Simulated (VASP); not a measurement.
# Si (Fd-3m) in VASP: further runs, part 2 of 2

VASP 6.6.1. The steps go on from the part before.

## 3. Relaxation of cell and atoms, PBE

This run uses another cell than the first one, of 20.16 Å³/atom, 0.986 times its volume.

INCAR reads:

```
SYSTEM = Si
PREC     = Accurate       ! precision mode
ENCUT    = 600            ! plane-wave cutoff, eV
EDIFF    = 1E-7           ! SCF threshold, eV
ISMEAR   = 0              ! smearing method
SIGMA    = 0.02           ! smearing width, eV
LREAL    = .FALSE.        ! projectors in reciprocal space
LASPH    = .TRUE.         ! aspherical terms in the spheres
NELM     = 100            ! most SCF steps
ALGO     = Fast           ! electronic algorithm
ISIF     = 3              ! what is computed and relaxed
LWAVE    = .FALSE.        ! write WAVECAR
LCHARG   = .FALSE.        ! write CHGCAR
GGA      = PE             ! functional
IBRION   = 2              ! ionic algorithm
NSW      = 100            ! ionic steps
EDIFFG   = -0.005         ! ionic threshold
```

KPOINTS reads:

```
regular mesh
0
G
  8 8 8
  0 0 0
```

POSCAR reads:

```
Si
1.0
    0.0000000000      2.7218511900      2.7218511900
    2.7218511900      0.0000000000      2.7218511900
    2.7218511900      2.7218511900      0.0000000000
Si
2
Direct
    0.7500000000      0.7500000000      0.7500000000
    0.5000000000      0.5000000000      0.5000000000
```

Potentials or basis: VASP PAW PBE potentials, release 64 (Si).

Run with:

```
cat potpaw_PBE.64/Si/POTCAR > POTCAR
mpirun -np 1 vasp_std > vasp.out
```

OUTCAR:

```text
SYSTEM = Si
   PREC = Accurate
   ENCUT = 600
   EDIFF = 1E-7
   ISMEAR = 0
   LREAL = .FALSE.
   LASPH = .TRUE.
   NELM = 100
   ISIF = 3
   GGA = PE
   IBRION = 2
   NSW = 100
   EDIFFG = -0.005

 ion  position               nearest neighbor table
   1  0.750  0.750  0.750-   2 2.36   2 2.36   2 2.36   2 2.36
   2  0.500  0.500  0.500-   1 2.36   1 2.36   1 2.36   1 2.36

  LATTYP: Found a face centered cubic cell.
 ALAT       =     5.4437023800

  Lattice vectors:

 A1 = (   0.0000000000,   2.7218511900,   2.7218511900)
 A2 = (   2.7218511900,   0.0000000000,   2.7218511900)
 A3 = (   2.7218511900,   2.7218511900,   0.0000000000)

Analysis of symmetry for initial positions (statically):
=====================================================================
 Subroutine PRICEL returns:
 Original cell was already a primitive cell.

 Routine SETGRP: Setting up the symmetry group for a
 face centered cubic supercell.

 Subroutine GETGRP returns: Found 48 space group operations
 (whereof 24 operations were pure point group operations)
 out of a pool of 48 trial point group operations.

The static configuration has the point symmetry T_d .
 The point group associated with its full space group is O_h .

Analysis of symmetry for dynamics (positions and initial velocities):
=====================================================================
 Subroutine PRICEL returns:
 Original cell was already a primitive cell.

 Routine SETGRP: Setting up the symmetry group for a
 face centered cubic supercell.

 Subroutine GETGRP returns: Found 48 space group operations
 (whereof 24 operations were pure point group operations)
 out of a pool of 48 trial point group operations.

The dynamic configuration has the point symmetry T_d .
 The point group associated with its full space group is O_h .

 Subroutine INISYM returns: Found 48 space group operations
 (whereof 24 operations are pure point group operations),
 and found     1 'primitive' translations

----------------------------------------------------------------------------------------

                                     Primitive cell

  volume of cell :      40.3295

  direct lattice vectors                    reciprocal lattice vectors
     0.000000000  2.721851190  2.721851190    -0.183698507  0.183698507  0.183698507
     2.721851190  0.000000000  2.721851190     0.183698507 -0.183698507  0.183698507
     2.721851190  2.721851190  0.000000000     0.183698507  0.183698507 -0.183698507

  length of vectors
     3.849278868  3.849278868  3.849278868     0.318175147  0.318175147  0.318175147

  position of ions in fractional coordinates (direct lattice)
     0.750000000  0.750000000  0.750000000
     0.500000000  0.500000000  0.500000000

  ion indices of the primitive-cell ions
   primitive index   ion index
                 1           1
                 2           2

----------------------------------------------------------------------------------------

 KPOINTS: regular mesh

Automatic generation of k-mesh.
[... 52 lines left out ...]
   dimension x,y,z NGXF=    64 NGYF=   64 NGZF=   64
   ions per type =               2
   NGX,Y,Z   is equivalent  to a cutoff of  13.82, 13.82, 13.82 a.u.
   NGXF,Y,Z  is equivalent  to a cutoff of  27.64, 27.64, 27.64 a.u.
 SYSTEM =  Si
   PREC   = accura    normal or accurate (medium, high low for compatibility)
   ISTART =      0    job   : 0-new  1-cont  2-samecut
   ICHARG =      2    charge: 1-file 2-atom 10-const
   ISPIN  =      1    spin polarized calculation?
   LNONCOLLINEAR =      F non collinear calculations
   LSORBIT =      F    spin-orbit coupling
   LASPH  =      T    aspherical Exc in radial PAW
   ENCUT  =  600.0 eV  44.10 Ry    6.64 a.u.   7.69  7.69  7.69*2*pi/ulx,y,z
   NELM   =    100;   NELMIN=  2; NELMDL= -5     # of ELM steps
   EDIFF  = 0.1E-06   stopping-criterion for ELM
   LREAL  =      F    real-space projection
   EDIFFG = -.5E-02   stopping-criterion for IOM
   NSW    =    100    number of steps for IOM
   IBRION =      2    ionic relax: 0-MD 1-quasi-New 2-CG
   NFREE  =      1    steps in history (QN), initial steepest desc. (CG)
   ISIF   =      3    stress and relaxation
   ISYM   =      2    0-nonsym 1-usesym 2-fastsym
   POTIM  = 0.5000    time-step for ionic-motion
   TEBEG  =    0.0;   TEEND  =   0.0 temperature during run
   PSTRESS=    0.0 pullay stress
   NELECT =       8.0000    total number of electrons
   NUPDOWN=      -1.0000    fix difference up-down
   EMIN   =  10.00;   EMAX   =-10.00  energy-range for DOS
   EFERMI =   0.00;   METHOD = LEGACY
   ISMEAR =     0;   SIGMA  =   0.02  broadening in eV -4-tet -1-fermi 0-gaus
   EFERMI_NEDOS =   21; number of points for ismear=-14 and -15
   IALGO  =     68    algorithm
   IMIX   =      4    mixing-type and parameters
     AMIX     =   0.40;   BMIX     =  1.00
     AMIX_MAG =   1.60;   BMIX_MAG =  1.00
  volume/ion in A,a.u.               =      20.16       136.08
  Fermi-wavevector in a.u.,A,eV,Ry     =   0.954766  1.804247 12.402783  0.911579
  Thomas-Fermi vector in A             =   2.083543
   LORBIT       =      0    0 simple, 1 ext, 2 COOP (PROOUT), +10 PAW based schemes
   GGA     = PE    functional components
   LHFCALC =     F    Hartree Fock is set to
   AEXX    =    0.0000 exact exchange contribution
   IVDW    =     0    specifies the selected vdW correction
   LEPSILON=     F    determine dielectric tensor
   LRPA    =     F    only Hartree local field effects (RPA)
 conjugate gradient relaxation of ions
 non-spin polarized calculation
 RMM-DIIS sequential band-by-band and
 Gauss-broadening in eV      SIGMA  =   0.02
  energy-cutoff  :      600.00
  volume of cell :       40.33
 maximum number of plane-waves:      1365
   NGX = 15   NGY = 15   NGZ = 15

--------------------------------------- Ionic step        1  -------------------------------------------

 number of electron       8.0000000 magnetization

 Free energy of the ion-electron system (eV)
  ---------------------------------------------------
  ext. energy  EPLUGINS =         0.00000000
  ---------------------------------------------------
  free energy    TOTEN  =       -10.84401595 eV

  energy without entropy =      -10.84401595  energy(sigma->0) =      -10.84401595

------------------------ aborting loop because EDIFF is reached ----------------------------------------

  FORCE on cell =-STRESS in cart. coord.  units (eV):
  Direction    XX          YY          ZZ          XY          YZ          ZX
  --------------------------------------------------------------------------------------
  -------------------------------------------------------------------------------------
  Total        0.3192924      0.3192924      0.3192924     -0.0000000      0.0000000     -0.0000000
  in kB       12.6845765     12.6845765     12.6845765     -0.0000000      0.0000000     -0.0000000
  external PRESSURE =      12.6845765 kB  Pullay stress =       0.0000000 kB
[... 59 lines left out ...]
--------------------------------------- Ionic step        3  -------------------------------------------

 number of electron       8.0000000 magnetization

 Free energy of the ion-electron system (eV)
  ---------------------------------------------------
  ext. energy  EPLUGINS =         0.00000000
  ---------------------------------------------------
  free energy    TOTEN  =       -10.84619425 eV

  energy without entropy =      -10.84619425  energy(sigma->0) =      -10.84619425

 E-fermi :   5.7251     XC(G=0):  -9.3264

 val. band max:        5.6175123932   @ k =   0.0000   0.0000   0.0000
 cond. band min:       6.2675744570   @ k =   0.3750   0.3750   0.0000
 fundamental gap:      0.6500620638
 Fermi energy:         5.7251030631

 k-point     1 :       0.0000    0.0000    0.0000
  band No.  band energies     occupation
      1      -6.1974      2.00000
      2       5.6175      2.00000
      3       5.6175      2.00000
      4       5.6175      2.00000
      5       8.1739      0.00000
      6       8.1739      0.00000
      7       8.1739      0.00000
      8       8.7516      0.00000
[... 243 lines left out ...]
 k-point    24 :      -0.3750    0.2500    0.1250
  band No.  band energies     occupation
      1      -3.3887      2.00000
      2      -1.0899      2.00000
      3       2.2299      2.00000
      4       3.5068      2.00000
      5       8.6413      0.00000
      6       8.7636      0.00000
      7      11.4645      0.00000
      8      12.6841      0.00000

 [... further k-points ...]

------------------------ aborting loop because EDIFF is reached ----------------------------------------

  FORCE on cell =-STRESS in cart. coord.  units (eV):
  Direction    XX          YY          ZZ          XY          YZ          ZX
  --------------------------------------------------------------------------------------
  -------------------------------------------------------------------------------------
  Total        0.0015927      0.0015927      0.0015927      0.0000000     -0.0000000      0.0000000
  in kB        0.0624110      0.0624110      0.0624110      0.0000000     -0.0000000      0.0000000
  external PRESSURE =       0.0624110 kB  Pullay stress =       0.0000000 kB
[... 17 lines left out ...]
  FREE ENERGIE OF THE ION-ELECTRON SYSTEM (eV)
  ---------------------------------------------------
  free  energy   TOTEN  =       -10.8461942546 eV

  energy  without entropy=      -10.8461942546  energy(sigma->0) =      -10.84619425

 reached required accuracy - stopping structural energy minimisation
```

Run time: 18 s. Hardware: 1 thread of Intel Xeon Platinum 8488C (Sapphire Rapids), shared host; peak memory 0.16 GiB.

What came out:

```yaml
Free_energy: -10.8462 eV
Relaxed_volume: 20.44 Å³/atom
Relaxed_cell: a = 3.867 Å, b = 3.867 Å, c = 3.867 Å, α = 60.00°, β = 60.00°, γ = 60.00°
Space_group_after_relaxing_to_0.05_Å: Fd-3m (No. 227)
Energy_gained_by_relaxing: 1.1 meV/atom
Ionic_steps: 3
Pressure_after_relaxing: 0.0 GPa
Band_gap_on_the_k_mesh: 0.65 eV, indirect (least direct gap 2.56 eV)
```

The path:
| step | energy change (eV) | largest force (eV/Å) | pressure (GPa) | volume (Å³) |
| --- | --- | --- | --- | --- |
| 1 | 0.0000 | 0.0000 | 1.27 | 40.33 |
| 2 | -0.0012 | 0.0000 | -0.80 | 41.27 |
| 3 | -0.0022 | 0.0000 | 0.01 | 40.89 |

Final structure:
```
CELL_PARAMETERS angstrom
0.00000 2.73436 2.73436
2.73436 0.00000 2.73436
2.73436 2.73436 0.00000
ATOMIC_POSITIONS crystal
Si 0.75000 0.75000 0.75000
Si 0.50000 0.50000 0.50000
```

## 4. Single point, PBE

INCAR reads:

```
SYSTEM = Si
  PREC = Accurate
  ENCUT = 520
  EDIFF = 1E-7
  ISMEAR = 0
  SIGMA = 0.02
  LREAL = .False.
  LASPH = .True.
  NELM = 100
  ALGO = Normal
  ISIF = 2
  LWAVE = .False.
  LCHARG = .True.
  GGA = PE
  LELF = .True.
  LVHAR = .True.
  NBANDS = 11
```

KPOINTS reads:

```
regular mesh
0
Gamma
  8 8 8
  0 0 0
```

POSCAR reads:

```
Si
1.0
    0.0000000000      2.7350468776      2.7350468776
    2.7350468776      0.0000000000      2.7350468776
    2.7350468776      2.7350468776      0.0000000000
Si
2
Direct
    0.7500000000      0.7500000000      0.7500000000
    0.5000000000      0.5000000000      0.5000000000
```

Run with:

```
cat potpaw_PBE.64/Si/POTCAR > POTCAR
mpirun -np 1 vasp_std > vasp.out
```

It took 12 s on 1 thread of Intel Xeon Platinum 8488C (Sapphire Rapids), shared host; peak memory 0.16 GiB.

It converged, with:

```yaml
Free_energy: -10.8461 eV
Pressure: -0.1 GPa
Band_gap_on_the_k_mesh: 0.65 eV, indirect (least direct gap 2.56 eV)
```

Levels at points of the mesh, in eV from the valence-band top:
```tsv
k point	band 1	band 2	band 3	band 4	band 5	band 6	band 7	band 8
(0.00, 0.00, 0.00)	-11.81	0.00	0.00	0.00	2.56	2.56	2.56	3.13
(0.50, 0.00, 0.00)	-9.53	-6.87	-1.18	-1.18	1.46	3.35	3.35	7.70
(0.50, 0.50, 0.00)	-7.74	-7.74	-2.79	-2.79	0.75	0.75	9.93	9.93
```

A k mesh can miss the band edges. Expect the measured gap to be larger: semilocal functionals such as PBE lack the derivative discontinuity.

## 5. Single point, PBE

This run uses another cell than the first one, of 20.16 Å³/atom, 0.986 times its volume.

Edit INCAR of step 4 so:

```diff
@@ -3,5 +3,5 @@
   ENCUT = 520
-  EDIFF = 1E-7
+  EDIFF = 1E-6
   ISMEAR = 0
-  SIGMA = 0.02
+  SIGMA = 0.1
   LREAL = .False.
```

KPOINTS reads:

```
Automatic mesh
0
Gamma
  6 6 6
  0 0 0
```

POSCAR reads:

```
Si
1.0
    0.0000000000      2.7218511900      2.7218511900
    2.7218511900      0.0000000000      2.7218511900
    2.7218511900      2.7218511900      0.0000000000
Si
2
Direct
    0.7500000000      0.7500000000      0.7500000000
    0.5000000000      0.5000000000      0.5000000000
```

Potentials or basis: VASP PAW PBE potentials, release 64 (Si).

Run with:

```
cat potpaw_PBE.64/Si/POTCAR > POTCAR
mpirun -np 1 vasp_std > vasp.out
```

OUTCAR:

```text
SYSTEM = Si
   PREC = Accurate
   ENCUT = 520
   EDIFF = 1E-6
   ISMEAR = 0
   LREAL = .False.
   LASPH = .True.
   NELM = 100
   ISIF = 2
   GGA = PE

 ion  position               nearest neighbor table
   1  0.750  0.750  0.750-   2 2.36   2 2.36   2 2.36   2 2.36
   2  0.500  0.500  0.500-   1 2.36   1 2.36   1 2.36   1 2.36

  LATTYP: Found a face centered cubic cell.
 ALAT       =     5.4437023800

  Lattice vectors:

 A1 = (   0.0000000000,   2.7218511900,   2.7218511900)
 A2 = (   2.7218511900,   0.0000000000,   2.7218511900)
 A3 = (   2.7218511900,   2.7218511900,   0.0000000000)

Analysis of symmetry for initial positions (statically):
=====================================================================
 Subroutine PRICEL returns:
 Original cell was already a primitive cell.

 Routine SETGRP: Setting up the symmetry group for a
 face centered cubic supercell.

 Subroutine GETGRP returns: Found 48 space group operations
 (whereof 24 operations were pure point group operations)
 out of a pool of 48 trial point group operations.

The static configuration has the point symmetry T_d .
 The point group associated with its full space group is O_h .
[... 165 lines left out ...]
      2       5.7614      2.00000
      3       5.7614      2.00000
      4       5.7614      2.00000
      5       8.3210      0.00000
      6       8.3210      0.00000
      7       8.3210      0.00000
      8       9.0531      0.00000
      9      13.4738      0.00000
     10      13.4738      0.00000
     11      13.6920      0.00000
[... 197 lines left out ...]
 k-point    16 :      -0.3333    0.5000    0.1667
  band No.  band energies     occupation
      1      -1.9118      2.00000
      2      -1.9118      2.00000
      3       2.1459      2.00000
      4       2.1459      2.00000
      5       8.5092      0.00000
      6       8.5092      0.00000
      7      12.4983      0.00000
      8      12.4983      0.00000
      9      16.2926      0.00000
     10      16.2926      0.00000
     11      18.6619      0.00000

------------------------ aborting loop because EDIFF is reached ----------------------------------------

  FORCE on cell =-STRESS in cart. coord.  units (eV):
  Direction    XX          YY          ZZ          XY          YZ          ZX
  --------------------------------------------------------------------------------------
  -------------------------------------------------------------------------------------
  Total        0.3344648      0.3344648      0.3344648      0.0000000      0.0000000      0.0000000
  in kB       13.2873351     13.2873351     13.2873351      0.0000000      0.0000000      0.0000000
  external PRESSURE =      13.2873351 kB  Pullay stress =       0.0000000 kB

 VOLUME and BASIS-vectors are now :
 -----------------------------------------------------------------------------
  energy-cutoff  :      520.00
  volume of cell :       40.33
      direct lattice vectors                 reciprocal lattice vectors
     0.000000000  2.721851190  2.721851190    -0.183698507  0.183698507  0.183698507
     2.721851190  0.000000000  2.721851190     0.183698507 -0.183698507  0.183698507
     2.721851190  2.721851190  0.000000000     0.183698507  0.183698507 -0.183698507

 POSITION                                       TOTAL-FORCE (eV/Angst)
 -----------------------------------------------------------------------------------
      4.08278      4.08278      4.08278         0.000000      0.000000      0.000000
      2.72185      2.72185      2.72185        -0.000000     -0.000000     -0.000000
 -----------------------------------------------------------------------------------
    total drift:                                0.000000     -0.000000     -0.000000

  FREE ENERGIE OF THE ION-ELECTRON SYSTEM (eV)
  ---------------------------------------------------
  free  energy   TOTEN  =       -10.8239329264 eV

  energy  without entropy=      -10.8239329207  energy(sigma->0) =      -10.82393292
```

Run time: 7.7 s. Hardware: 1 thread of Intel Xeon Platinum 8488C (Sapphire Rapids), shared host; peak memory 0.15 GiB.

Results:

```yaml
Free_energy: -10.8239 eV
Pressure: 1.3 GPa
Band_gap_on_the_k_mesh: 0.72 eV, indirect (least direct gap 2.56 eV)
```

A k mesh can miss the band edges.

## 6. Overview

```tsv
task	cell	k mesh	cutoff (eV)	smearing	gap on the mesh (eV)	pressure (GPa)
single point	Fd-3m, 20.46 Å³/atom	8 × 8 × 8	520	gaussian 0.02 eV	0.65	-0.1
relaxation of cell and atoms	relaxed	8 × 8 × 8	600	gaussian 0.02 eV	0.65	0.0
single point	Fd-3m, 20.16 Å³/atom	6 × 6 × 6	520	gaussian 0.1 eV	0.72	1.3
```

Alike in all rows: level PBE; potentials or basis VASP PAW PBE potentials, release 64 (Si); no spin polarisation.

Total energies depend on the potentials used, so only differences within one code and one set of settings carry meaning.
